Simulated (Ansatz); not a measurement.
CO2 in Ansatz: the effect of functional

CO2:

```
O C
1.0
     2.63591   -2.38738    0.00000
     2.63591    2.38738    0.00000
     0.00000    0.00000    6.58717
O C
4 2
Direct
  0.30651 0.69349 0.60816
  0.69349 0.30651 0.39184
  0.19349 0.80651 0.10816
  0.80651 0.19349 0.89184
  0.50000 0.50000 0.50000
  0.00000 0.00000 0.00000
```

The cell comes from a database or a generator and needn't be the stable form of this composition.

Alike in all runs:

```yaml
Program: Ansatz 0.2.0
Task: band structure
Potentials_or_basis: Ansatz PAW
k_mesh: 8 × 8 × 4
Occupations: fermi-dirac, width 0.05 eV
Spin: no spin polarisation
```

```tsv
functional	cutoff	gap on the mesh (eV)	pressure (GPa)	largest force (eV/Å)
LDA	420 eV (not typed: the program's choice for these potentials)	?	?	?
PBEsol	420 eV (not typed: the program's choice for these potentials)	6.55	1.0	0.04
r2SCAN	500 eV (not typed: the program's choice for these potentials)	7.25	-1.6	0.70
```

Task: What does the run with functional LDA give?

Result: gap on the mesh 6.33 eV; pressure -2.8 GPa; largest force 0.57 eV/Å.

Caveats: the PAW data sets come from PBE, with cores solved anew for the run's functional, which leaves a small shift of forces and pressure.

